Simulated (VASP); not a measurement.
# Hf in VASP: single point with PBEsol+D3(BJ)

Aim: the single point of Hf with PBEsol+D3(BJ).

Program: VASP 6.6.1. These are calculated values, not measurements. Logs are shortened: lines on timing, memory, paths and dates and some standing lists are left out, and cuts for length are marked.

## Step 1: The structure

The cell holds a slab with vacuum, 3 atoms: a = 3.240 Å, b = 3.240 Å, c = 25.190 Å, α = 90.00°, β = 90.00°, γ = 120.00°.

The cell was built by a generator and needn't be a form met in nature.

## Step 2: Single point, PBEsol+D3(BJ)

Input file INCAR:

```
ALGO = Normal
DIPOL = 0.5 0.5 0.371
EDIFF = 1E-7
ENCUT = 520
GGA = PS
IDIPOL = 3
ISIF = 2
ISMEAR = 1
IVDW = 12
LASPH = True
LCHARG = False
LDIPOL = True
LREAL = False
LWAVE = False
NBANDS = 22
NELM = 100
PREC = Accurate
SIGMA = 0.1
```

Input file KPOINTS:

```
k-points
0
Gamma
  12 12 1
```

Input file POSCAR:

```
Hf
1.0
    3.2404362820      0.0000000000      0.0000000000
   -1.6202181410      2.8063001396      0.0000000000
    0.0000000000      0.0000000000     25.1902564860
Hf
3
Direct
    0.6666666667      0.3333333333      0.2778852214
    0.3333333333      0.6666666667      0.3691670514
    0.6666666667      0.3333333333      0.4655499214
```

Potentials or basis: VASP PAW PBE potentials, release 64 (Hf_pv).

The run is started by

```sh
> cat potpaw_PBE.64/Hf_pv/POTCAR > POTCAR
> mpirun -np 1 vasp_std > vasp.out
```

OUTCAR:

```text
EDIFF = 1E-7
   ENCUT = 520
   GGA = PS
   ISIF = 2
   ISMEAR = 1
   IVDW = 12
   LASPH = True
   LREAL = False
   NELM = 100
   PREC = Accurate
 IVDW          = 12

 ion  position               nearest neighbor table
   1  0.667  0.333  0.278-   2 2.96   2 2.96   2 2.96
   2  0.333  0.667  0.369-   1 2.96   1 2.96   1 2.96   3 3.07   3 3.07   3 3.07
   3  0.667  0.333  0.466-   2 3.07   2 3.07   2 3.07

  LATTYP: Found a hexagonal cell.
 ALAT       =     3.2404362820
 C/A-ratio  =     7.7737237501

  Lattice vectors:

 A1 = (   3.2404362820,   0.0000000000,   0.0000000000)
 A2 = (  -1.6202181410,   2.8063001396,   0.0000000000)
 A3 = (   0.0000000000,   0.0000000000,  25.1902564860)

Analysis of symmetry for initial positions (statically):
=====================================================================
 Subroutine PRICEL returns:
 Original cell was already a primitive cell.

 Routine SETGRP: Setting up the symmetry group for a
 hexagonal supercell.

 Subroutine GETGRP returns: Found  6 space group operations
 (whereof  6 operations were pure point group operations)
 out of a pool of 24 trial point group operations.

The static configuration has the point symmetry C_3v.

Analysis of symmetry for dynamics (positions and initial velocities):
=====================================================================
 Subroutine PRICEL returns:
 Original cell was already a primitive cell.

 Routine SETGRP: Setting up the symmetry group for a
 hexagonal supercell.

 Subroutine GETGRP returns: Found  6 space group operations
 (whereof  6 operations were pure point group operations)
 out of a pool of 24 trial point group operations.

The dynamic configuration has the point symmetry C_3v.

 Subroutine INISYM returns: Found  6 space group operations
 (whereof  6 operations are pure point group operations),
 and found     1 'primitive' translations

----------------------------------------------------------------------------------------

                                     Primitive cell

  volume of cell :     229.0710

  direct lattice vectors                    reciprocal lattice vectors
     3.240436282  0.000000000  0.000000000     0.308600421  0.178170536  0.000000000
    -1.620218141  2.806300140  0.000000000     0.000000000  0.356341072  0.000000000
     0.000000000  0.000000000 25.190256486     0.000000000  0.000000000  0.039697889

  length of vectors
     3.240436282  3.240436282 25.190256486     0.356341072  0.356341072  0.039697889

  position of ions in fractional coordinates (direct lattice)
     0.666666667  0.333333333  0.277885221
     0.333333333  0.666666667  0.369167051
     0.666666667  0.333333333  0.465549921

  ion indices of the primitive-cell ions
   primitive index   ion index
                 1           1
                 2           2
                 3           3

----------------------------------------------------------------------------------------

 KPOINTS: k-points

Automatic generation of k-mesh.
 Grid dimensions read from file:
 generate k-points for:   12   12    1

 Generating k-lattice:

  Cartesian coordinates                     Fractional coordinates (reciprocal lattice)
     0.025716702  0.014847545  0.000000000     0.083333333  0.000000000  0.000000000
     0.000000000  0.029695089  0.000000000     0.000000000  0.083333333  0.000000000
     0.000000000  0.000000000  0.039697889     0.000000000  0.000000000  1.000000000

  Length of vectors
     0.029695089  0.029695089  0.039697889

  Shift w.r.t. Gamma in fractional coordinates (k-lattice)
     0.000000000  0.000000000  0.000000000

 Subroutine IBZKPT returns following result:
 ===========================================

 Found     19 irreducible k-points:

 Following reciprocal coordinates:
            Coordinates               Weight
  0.000000  0.000000  0.000000      1.000000
  0.083333 -0.000000  0.000000      6.000000
  0.166667 -0.000000  0.000000      6.000000
  0.250000 -0.000000  0.000000      6.000000
  0.333333 -0.000000  0.000000      6.000000
  0.416667 -0.000000  0.000000      6.000000
[... 11 lines left out ...]
  0.333333  0.250000  0.000000     12.000000
  0.333333  0.333333  0.000000      2.000000
   k-points           NKPTS =     19   k-points in BZ     NKDIM =     19   number of bands    NBANDS=     22
   number of dos      NEDOS =    301   number of ions     NIONS =      3
   total plane-waves  NPLWV = 110592
   dimension x,y,z NGX =    24 NGY =   24 NGZ =  192
   dimension x,y,z NGXF=    48 NGYF=   48 NGZF=  384
   ions per type =               3
   NGX,Y,Z   is equivalent  to a cutoff of  12.31, 12.31, 12.67 a.u.
   NGXF,Y,Z  is equivalent  to a cutoff of  24.63, 24.63, 25.34 a.u.
 SYSTEM =  unknown system
   PREC   = accura    normal or accurate (medium, high low for compatibility)
   ISTART =      0    job   : 0-new  1-cont  2-samecut
   ICHARG =      2    charge: 1-file 2-atom 10-const
   ISPIN  =      1    spin polarized calculation?
   LNONCOLLINEAR =      F non collinear calculations
   LSORBIT =      F    spin-orbit coupling
   LASPH  =      T    aspherical Exc in radial PAW
   ENCUT  =  520.0 eV  38.22 Ry    6.18 a.u.   6.03  6.03 46.84*2*pi/ulx,y,z
   NELM   =    100;   NELMIN=  2; NELMDL= -5     # of ELM steps
   EDIFF  = 0.1E-06   stopping-criterion for ELM
   LREAL  =      F    real-space projection
   EDIFFG = 0.1E-05   stopping-criterion for IOM
   NSW    =      0    number of steps for IOM
   IBRION =     -1    ionic relax: 0-MD 1-quasi-New 2-CG
   NFREE  =      0    steps in history (QN), initial steepest desc. (CG)
   ISIF   =      2    stress and relaxation
   ISYM   =      2    0-nonsym 1-usesym 2-fastsym
   POTIM  = 0.5000    time-step for ionic-motion
   TEBEG  =    0.0;   TEEND  =   0.0 temperature during run
   PSTRESS=    0.0 pullay stress
   NELECT =      30.0000    total number of electrons
   NUPDOWN=      -1.0000    fix difference up-down
   EMIN   =  10.00;   EMAX   =-10.00  energy-range for DOS
   EFERMI =   0.00;   METHOD = LEGACY
   ISMEAR =     1;   SIGMA  =   0.10  broadening in eV -4-tet -1-fermi 0-gaus
   EFERMI_NEDOS =   21; number of points for ismear=-14 and -15
   IALGO  =     38    algorithm
   IMIX   =      4    mixing-type and parameters
     AMIX     =   0.40;   BMIX     =  1.00
     AMIX_MAG =   1.60;   BMIX_MAG =  1.00
  volume/ion in A,a.u.               =      76.36       515.28
  Fermi-wavevector in a.u.,A,eV,Ry     =   0.831365  1.571052  9.403913  0.691168
  Thomas-Fermi vector in A             =   1.944240
   LORBIT       =      0    0 simple, 1 ext, 2 COOP (PROOUT), +10 PAW based schemes
   GGA     = PS    functional components
   LHFCALC =     F    Hartree Fock is set to
   AEXX    =    0.0000 exact exchange contribution
   IVDW    =    12    specifies the selected vdW correction
   LEPSILON=     F    determine dielectric tensor
   LRPA    =     F    only Hartree local field effects (RPA)
 non-spin polarized calculation
 Methfessel and Paxton  Order N= 1 SIGMA  =   0.10
  energy-cutoff  :      520.00
  volume of cell :      229.07
 maximum number of plane-waves:      6228
   NGX = 13   NGY = 13   NGZ = 93

 dipolmoment           0.000000      0.000000      0.000781 electrons x Angstroem

 number of electron      30.0000002 magnetization

 dipolmoment           0.000000      0.000000     -0.002401 electrons x Angstroem

 Free energy of the ion-electron system (eV)
  ---------------------------------------------------
  ext. energy  EPLUGINS =         0.00000000
  ---------------------------------------------------
  free energy    TOTEN  =       -29.23084610 eV

  energy without entropy =      -29.23026604  energy(sigma->0) =      -29.23065275

 E-fermi :  -1.4930     XC(G=0):  -4.1255

 val. band max:       -1.5398018202   @ k =   0.3333   0.3333   0.0000
 cond. band min:      -1.4868997847   @ k =   0.0000   0.0000   0.0000
 fundamental gap:      0.0529020355
 Fermi energy:        -1.4930131509

 k-point     1 :       0.0000    0.0000    0.0000
  band No.  band energies     occupation
      1     -32.5800      2.00000
      2     -32.4046      2.00000
      3     -32.0020      2.00000
      4     -32.0020      2.00000
      5     -31.9238      2.00000
      6     -31.9238      2.00000
[... 14 lines left out ...]
     21       0.1796     -0.00000
     22       0.4281     -0.00000

 k-point     2 :       0.0833   -0.0000    0.0000
  band No.  band energies     occupation
      1     -32.5685      2.00000
      2     -32.4042      2.00000
      3     -32.0371      2.00000
      4     -32.0102      2.00000
      5     -31.9632      2.00000
      6     -31.9325      2.00000
[... 14 lines left out ...]
     21       0.3399     -0.00000
     22       0.5721      0.00000

 k-point     3 :       0.1667   -0.0000    0.0000
  band No.  band energies     occupation
      1     -32.5373      2.00000
      2     -32.4047      2.00000
      3     -32.1312      2.00000
      4     -32.0642      2.00000
      5     -32.0327      2.00000
      6     -31.9561      2.00000
[... 14 lines left out ...]
     21       0.6038      0.00000
     22       0.8074      0.00000
[... 351 lines left out ...]
 k-point    18 :       0.3333    0.2500    0.0000
  band No.  band energies     occupation
      1     -32.4427      2.00000
      2     -32.4350      2.00000
      3     -32.3682      2.00000
      4     -32.3239      2.00000
      5     -32.2678      2.00000
      6     -32.2150      2.00000
[... 14 lines left out ...]
     21       2.1190      0.00000
     22       2.3097      0.00000

 k-point    19 :       0.3333    0.3333    0.0000
  band No.  band energies     occupation
      1     -32.4374      2.00000
      2     -32.3949      2.00000
      3     -32.3546      2.00000
      4     -32.3201      2.00000
      5     -32.2977      2.00000
      6     -32.2828      2.00000
[... 14 lines left out ...]
     21       2.2357      0.00000
     22       2.4736      0.00000

------------------------ aborting loop because EDIFF is reached ----------------------------------------

 vacuum level on the upper side and lower side of the slab       (xc-potential included)        -0.086         0.015

 Edisp (eV)   -0.91902

 E8    (eV) :    -0.7109

  FORCE on cell =-STRESS in cart. coord.  units (eV):
  Direction    XX          YY          ZZ          XY          YZ          ZX
  --------------------------------------------------------------------------------------
  -------------------------------------------------------------------------------------
  Total      -5.16672    -5.16672    -0.38208     0.00000     0.00000    -0.00000
  in kB     -36.13725   -36.13725    -2.67233     0.00000     0.00000    -0.00000
  external pressure =      -24.98 kB  Pullay stress =        0.00 kB

 VOLUME and BASIS-vectors are now :
 -----------------------------------------------------------------------------
  energy-cutoff  :      520.00
  volume of cell :      229.07
      direct lattice vectors                 reciprocal lattice vectors
     3.240436282  0.000000000  0.000000000     0.308600421  0.178170536  0.000000000
    -1.620218141  2.806300140  0.000000000     0.000000000  0.356341072  0.000000000
     0.000000000  0.000000000 25.190256486     0.000000000  0.000000000  0.039697889

 POSITION                                       TOTAL-FORCE (eV/Angst)
 -----------------------------------------------------------------------------------
      1.62022      0.93543      7.00000         0.000000      0.000000     -0.217982
     -0.00000      1.87087      9.29941         0.000000      0.000000      0.575273
      1.62022      0.93543     11.72732        -0.000000      0.000000     -0.357291
 -----------------------------------------------------------------------------------
    total drift:                               -0.000000      0.000000     -0.001000

  FREE ENERGIE OF THE ION-ELECTRON SYSTEM (eV)
  ---------------------------------------------------
  free  energy   TOTEN  =       -30.1498679282 eV

  energy  without entropy=      -30.1492878749  energy(sigma->0) =      -30.14967458

 vacuum level on the upper side and lower side of the slab         2.612         2.697
```

It took 3.5 min on 1 thread of Intel Xeon Platinum 8488C (Sapphire Rapids), shared host; peak memory 0.36 GiB.

What came out:

| Quantity | Value |
| --- | --- |
| Free energy | -30.1499 eV |
| Largest force | 0.575 eV/Å |
| Band gap on the k mesh | none (metal or under the smearing width) |
| Dispersion energy per atom | -0.306 eV |

Forces on the atoms (eV/Å):
```
Hf   0.000  0.000 -0.218
Hf   0.000  0.000  0.575
Hf   0.000  0.000 -0.357
```

Caveat: the PAW data sets were made with another functional, which shifts forces and pressure a little. Spin-orbit coupling is left out, which matters for the levels of Hf.
